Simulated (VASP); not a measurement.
The system is BN.

```
B N
1.0
     0.00000    1.80334    1.80334
     1.80334    0.00000    1.80334
     1.80334    1.80334    0.00000
B N
1 1
Direct
  0.00000 0.00000 0.00000
  0.25000 0.25000 0.25000
```

The cell is a database's computed one.

Base run:

```yaml
Program: VASP 6.6.1
Functional: PBEsol
Potentials_or_basis: VASP PAW PBE potentials, release 64 (B, N)
Cutoff: 520 eV
k_mesh: 12 × 12 × 12
Occupations: gaussian, width 0.02 eV
Spin: no spin polarisation
```

Its results: band gap on the k mesh 4.28 eV, indirect (least direct gap 8.79 eV).

Question: The run is repeated on the same cell with these changes: functional from PBEsol to TB-mBJ. What comes out?

Answer: Band gap on the k mesh 5.80 eV, indirect (least direct gap 10.33 eV).
